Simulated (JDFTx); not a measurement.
Runs of JDFTx 1.7.0 (patched build) on Ir. The typed cell holds 1 atom: a = 2.542 Å, b = 2.611 Å, c = 2.995 Å, α = 58.28°, β = 61.38°, γ = 59.90°. This isn't the form of Ir at room conditions, which is fcc.

```tsv
level	gap on the mesh (eV)	pressure (GPa)
PBE+D3	none	17.4
PBE	none	27.8
PBE+D3(BJ)	none	19.0
PBE+D2	none	(a)
```

Alike in all rows: task single point; potentials or basis PseudoDojo-SR-PBE-0.5-standard with smoothed tails; no spin polarisation; cell as given; k mesh 12 × 13 × 11; cutoff (eV) 925; smearing fermi-dirac 0.05 eV.

**Question.** Fill in the values left out.

**Answer.** (a) 9.3.

Caveats: pairwise dispersion overbinds metals, which lowers pressure and volume (some runs).

A k mesh can miss the band edges, and the runs leave out spin-orbit coupling on Ir.

A gap of «none» marks a metal or a gap under the smearing width.
